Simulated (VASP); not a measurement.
# Ir (P6_3/mmc) in VASP: further runs

Aim: see how the results for Ir move with the level of theory and the settings. Levels: PBEsol, RPBE. Tasks: relaxation of cell and atoms.

Program: VASP 6.6.1. These are calculated values, not measurements. Logs are shortened: lines on timing, memory, paths and dates and some standing lists are left out, and cuts for length are marked.

## (1) Starting point

Symmetry: P6_3/mmc, No. 194, hexagonal system. The conventional cell has a = 2.718 Å, b = 2.718 Å, c = 4.439 Å, α = 90.00°, β = 90.00°, γ = 120.00°. Ir (site symmetry -6m2) is surrounded by 12 Ir at 2.72 Å.

This isn't the form of Ir at room conditions, which is fcc.

## (2) Relaxation of cell and atoms, PBEsol

INCAR reads:

```
PREC = Accurate
ENCUT = 580
EDIFF = 1E-7
ISMEAR = 0
SIGMA = 0.1
LREAL = False
LASPH = True
NELM = 80
ALGO = Normal
ISIF = 3
LWAVE = False
LCHARG = False
GGA = PS
IBRION = 2
NSW = 90
EDIFFG = -0.005
```

KPOINTS reads:

```
Automatic mesh
0
Gamma
  18 18 10
```

POSCAR reads:

```
Ir
1.0
    2.7181147100      0.0000000000      0.0000000000
   -1.3590573500      2.3539563900      0.0000000000
    0.0000000000      0.0000000000      4.4386813200
Ir
2
Direct
    0.3333333300      0.6666666700      0.2500000000
    0.6666666700      0.3333333300      0.7500000000
```

Potentials or basis: VASP PAW PBE potentials, release 64 (Ir).

Run with:

```
cat potpaw_PBE.64/Ir/POTCAR > POTCAR
mpirun -np 1 vasp_std > vasp.out
```

OUTCAR:

```text
PREC = Accurate
   ENCUT = 580
   EDIFF = 1E-7
   ISMEAR = 0
   LREAL = False
   LASPH = True
   NELM = 80
   ISIF = 3
   GGA = PS
   IBRION = 2
   NSW = 90
   EDIFFG = -0.005

 ion  position               nearest neighbor table
   1  0.333  0.667  0.250-   2 2.72   2 2.72   2 2.72   2 2.72   2 2.72   2 2.72
   2  0.667  0.333  0.750-   1 2.72   1 2.72   1 2.72   1 2.72   1 2.72   1 2.72

  LATTYP: Found a hexagonal cell.
 ALAT       =     2.7181147100
 C/A-ratio  =     1.6329999995

  Lattice vectors:

 A1 = (   2.7181147100,   0.0000000000,   0.0000000000)
 A2 = (  -1.3590573500,   2.3539563900,   0.0000000000)
 A3 = (   0.0000000000,   0.0000000000,   4.4386813200)

Analysis of symmetry for initial positions (statically):
=====================================================================
 Subroutine PRICEL returns:
 Original cell was already a primitive cell.

 Routine SETGRP: Setting up the symmetry group for a
 hexagonal supercell.

 Subroutine GETGRP returns: Found 24 space group operations
 (whereof 12 operations were pure point group operations)
 out of a pool of 24 trial point group operations.

The static configuration has the point symmetry D_3d.
 The point group associated with its full space group is D_6h.

Analysis of symmetry for dynamics (positions and initial velocities):
=====================================================================
 Subroutine PRICEL returns:
 Original cell was already a primitive cell.

 Routine SETGRP: Setting up the symmetry group for a
 hexagonal supercell.

 Subroutine GETGRP returns: Found 24 space group operations
 (whereof 12 operations were pure point group operations)
 out of a pool of 24 trial point group operations.

The dynamic configuration has the point symmetry D_3d.
 The point group associated with its full space group is D_6h.

 Subroutine INISYM returns: Found 24 space group operations
 (whereof 12 operations are pure point group operations),
 and found     1 'primitive' translations

----------------------------------------------------------------------------------------

                                     Primitive cell

  volume of cell :      28.4001

  direct lattice vectors                    reciprocal lattice vectors
     2.718114710  0.000000000  0.000000000     0.367902060  0.212408352  0.000000000
    -1.359057350  2.353956390  0.000000000     0.000000000  0.424816706  0.000000000
     0.000000000  0.000000000  4.438681320     0.000000000  0.000000000  0.225292137

  length of vectors
     2.718114710  2.718114708  4.438681320     0.424816706  0.424816706  0.225292137

  position of ions in fractional coordinates (direct lattice)
     0.333333330  0.666666670  0.250000000
     0.666666670  0.333333330  0.750000000

  ion indices of the primitive-cell ions
   primitive index   ion index
                 1           1
                 2           2

----------------------------------------------------------------------------------------

 KPOINTS: Automatic mesh

Automatic generation of k-mesh.
 Grid dimensions read from file:
 generate k-points for:   18   18   10

 Generating k-lattice:

  Cartesian coordinates                     Fractional coordinates (reciprocal lattice)
     0.020439003  0.011800464  0.000000000     0.055555556 -0.000000000  0.000000000
     0.000000000  0.023600928  0.000000000     0.000000000  0.055555556  0.000000000
     0.000000000  0.000000000  0.022529214     0.000000000  0.000000000  0.100000000

  Length of vectors
     0.023600928  0.023600928  0.022529214

  Shift w.r.t. Gamma in fractional coordinates (k-lattice)
     0.000000000  0.000000000  0.000000000

 Subroutine IBZKPT returns following result:
 ===========================================

 Found    222 irreducible k-points:

 Following reciprocal coordinates:
            Coordinates               Weight
  0.000000  0.000000  0.000000      1.000000
  0.055556 -0.000000  0.000000      6.000000
  0.111111 -0.000000  0.000000      6.000000
  0.166667 -0.000000  0.000000      6.000000
  0.222222  0.000000  0.000000      6.000000
  0.277778 -0.000000  0.000000      6.000000
[... 16 lines left out ...]
  0.333333  0.111111  0.000000     12.000000
  0.388889  0.111111  0.000000     12.000000
 [... further k-points ...]
   k-points           NKPTS =    222   k-points in BZ     NKDIM =    222   number of bands    NBANDS=     13
   number of dos      NEDOS =    301   number of ions     NIONS =      2
   total plane-waves  NPLWV =  20736
   dimension x,y,z NGX =    24 NGY =   24 NGZ =   36
   dimension x,y,z NGXF=    48 NGYF=   48 NGZF=   72
   ions per type =               2
   NGX,Y,Z   is equivalent  to a cutoff of  14.68, 14.68, 13.48 a.u.
   NGXF,Y,Z  is equivalent  to a cutoff of  29.36, 29.36, 26.97 a.u.
 SYSTEM =  unknown system
   PREC   = accura    normal or accurate (medium, high low for compatibility)
   ISTART =      0    job   : 0-new  1-cont  2-samecut
   ICHARG =      2    charge: 1-file 2-atom 10-const
   ISPIN  =      1    spin polarized calculation?
   LNONCOLLINEAR =      F non collinear calculations
   LSORBIT =      F    spin-orbit coupling
   LASPH  =      T    aspherical Exc in radial PAW
   ENCUT  =  580.0 eV  42.63 Ry    6.53 a.u.   5.34  5.34  8.72*2*pi/ulx,y,z
   NELM   =     80;   NELMIN=  2; NELMDL= -5     # of ELM steps
   EDIFF  = 0.1E-06   stopping-criterion for ELM
   LREAL  =      F    real-space projection
   EDIFFG = -.5E-02   stopping-criterion for IOM
   NSW    =     90    number of steps for IOM
   IBRION =      2    ionic relax: 0-MD 1-quasi-New 2-CG
   NFREE  =      1    steps in history (QN), initial steepest desc. (CG)
   ISIF   =      3    stress and relaxation
   ISYM   =      2    0-nonsym 1-usesym 2-fastsym
   POTIM  = 0.5000    time-step for ionic-motion
   TEBEG  =    0.0;   TEEND  =   0.0 temperature during run
   PSTRESS=    0.0 pullay stress
   NELECT =      18.0000    total number of electrons
   NUPDOWN=      -1.0000    fix difference up-down
   EMIN   =  10.00;   EMAX   =-10.00  energy-range for DOS
   EFERMI =   0.00;   METHOD = LEGACY
   ISMEAR =     0;   SIGMA  =   0.10  broadening in eV -4-tet -1-fermi 0-gaus
   EFERMI_NEDOS =   21; number of points for ismear=-14 and -15
   IALGO  =     38    algorithm
   IMIX   =      4    mixing-type and parameters
     AMIX     =   0.40;   BMIX     =  1.00
     AMIX_MAG =   1.60;   BMIX_MAG =  1.00
  volume/ion in A,a.u.               =      14.20        95.83
  Fermi-wavevector in a.u.,A,eV,Ry     =   1.406238  2.657405 26.905608  1.977506
  Thomas-Fermi vector in A             =   2.528619
   LORBIT       =      0    0 simple, 1 ext, 2 COOP (PROOUT), +10 PAW based schemes
   GGA     = PS    functional components
   LHFCALC =     F    Hartree Fock is set to
   AEXX    =    0.0000 exact exchange contribution
   IVDW    =     0    specifies the selected vdW correction
   LEPSILON=     F    determine dielectric tensor
   LRPA    =     F    only Hartree local field effects (RPA)
 conjugate gradient relaxation of ions
 non-spin polarized calculation
 Gauss-broadening in eV      SIGMA  =   0.10
  energy-cutoff  :      580.00
  volume of cell :       28.40
 maximum number of plane-waves:       923
 NGX is ok and might be reduce to    24
   NGX = 11   NGY = 11   NGZ = 17

--------------------------------------- Ionic step        1  -------------------------------------------

 number of electron      18.0000000 magnetization

 Free energy of the ion-electron system (eV)
  ---------------------------------------------------
  ext. energy  EPLUGINS =         0.00000000
  ---------------------------------------------------
  free energy    TOTEN  =       -19.49081401 eV

  energy without entropy =      -19.48058227  energy(sigma->0) =      -19.48569814

------------------------ aborting loop because EDIFF is reached ----------------------------------------

  FORCE on cell =-STRESS in cart. coord.  units (eV):
  Direction    XX          YY          ZZ          XY          YZ          ZX
  --------------------------------------------------------------------------------------
  -------------------------------------------------------------------------------------
  Total       -0.0763366     -0.0763366     -0.5861299     -0.0000000      0.0000000      0.0000000
  in kB       -4.3064907     -4.3064907    -33.0661983     -0.0000000      0.0000000      0.0000000
  external PRESSURE =     -13.8930599 kB  Pullay stress =       0.0000000 kB
[... 129 lines left out ...]
  energy  without entropy=      -19.4819705024  energy(sigma->0) =      -19.48698064

--------------------------------------- Ionic step        5  -------------------------------------------

 number of electron      18.0000000 magnetization

 Free energy of the ion-electron system (eV)
  ---------------------------------------------------
  ext. energy  EPLUGINS =         0.00000000
  ---------------------------------------------------
  free energy    TOTEN  =       -19.49250794 eV

  energy without entropy =      -19.48245248  energy(sigma->0) =      -19.48748021

 E-fermi :  10.3751     XC(G=0): -14.1002

 val. band max:       10.3692472934   @ k =   0.3333   0.3333   0.1000
 cond. band min:      10.3750816823   @ k =   0.3333  -0.0000   0.4000
 fundamental gap:      0.0058343889
 Fermi energy:        10.3750594971

 k-point     1 :       0.0000    0.0000    0.0000
  band No.  band energies     occupation
      1      -0.9456      2.00000
      2       2.1255      2.00000
      3       6.3942      2.00000
      4       6.4954      2.00000
      5       6.4954      2.00000
      6       7.1607      2.00000
      7       7.1607      2.00000
      8       7.9691      2.00000
      9       7.9691      2.00000
     10       9.4841      2.00000
     11      10.6433      0.00015
     12      10.6433      0.00015
     13      17.4174      0.00000
[... 353 lines left out ...]
 k-point    24 :       0.3889    0.1111    0.0000
  band No.  band energies     occupation
      1       3.0970      2.00000
      2       3.1906      2.00000
      3       3.5206      2.00000
      4       6.0940      2.00000
      5       6.2537      2.00000
      6       6.7589      2.00000
      7       7.3457      2.00000
      8      10.5393      0.02020
      9      11.0109      0.00000
     10      11.1434      0.00000
     11      12.9153      0.00000
     12      16.0670      0.00000
     13      18.4990      0.00000

 [... further k-points ...]

------------------------ aborting loop because EDIFF is reached ----------------------------------------

  FORCE on cell =-STRESS in cart. coord.  units (eV):
  Direction    XX          YY          ZZ          XY          YZ          ZX
  --------------------------------------------------------------------------------------
  -------------------------------------------------------------------------------------
  Total        0.0016983      0.0016983      0.0008397      0.0000000      0.0000000      0.0000000
  in kB        0.0961543      0.0961543      0.0475402      0.0000000      0.0000000      0.0000000
  external PRESSURE =       0.0799496 kB  Pullay stress =       0.0000000 kB
[... 17 lines left out ...]
  FREE ENERGIE OF THE ION-ELECTRON SYSTEM (eV)
  ---------------------------------------------------
  free  energy   TOTEN  =       -19.4925079374 eV

  energy  without entropy=      -19.4824524765  energy(sigma->0) =      -19.48748021

 reached required accuracy - stopping structural energy minimisation
```

Wall time 3.8 min (1 thread of Intel Xeon Platinum 8488C (Sapphire Rapids), shared host); peak memory 0.23 GiB.

What came out:

| Property | Result |
| --- | --- |
| Free energy | -19.4925 eV |
| Relaxed volume | 14.15 Å³/atom |
| Relaxed cell | a = 2.721 Å, b = 2.721 Å, c = 4.412 Å, α = 90.00°, β = 90.00°, γ = 120.00° |
| Space group after relaxing (to 0.05 Å) | P6_3/mmc (No. 194) |
| Energy gained by relaxing | 0.8 meV/atom |
| Ionic steps | 5 |
| Pressure after relaxing | 0.0 GPa |
| Band gap on the k mesh | none (metal or under the smearing width) |

The path:
| step | energy change (eV) | largest force (eV/Å) | pressure (GPa) | volume (Å³) |
| --- | --- | --- | --- | --- |
| 1 | 0.0000 | 0.0000 | -1.39 | 28.40 |
| 2 | 0.0061 | 0.0000 | 5.79 | 27.90 |
| 3 | -0.0013 | 0.0000 | 0.65 | 28.25 |
| 4 | -0.0012 | 0.0000 | -0.71 | 28.35 |
| 5 | -0.0017 | 0.0000 | 0.01 | 28.30 |

Final structure:
```xyz
2
Lattice="2.7214 0.0000 0.0000 -1.3607 2.3568 0.0000 0.0000 0.0000 4.4120" Properties=species:S:1:pos:R:3 pbc="T T T"
Ir    0.0000    1.5712    1.1030
Ir    1.3607    0.7856    3.3090
```

Caveat: the PAW data sets were made with another functional, which shifts forces and pressure a little. The run has no spin-orbit coupling, so splittings on Ir are missing.

(Continued in part 2 of 2.)
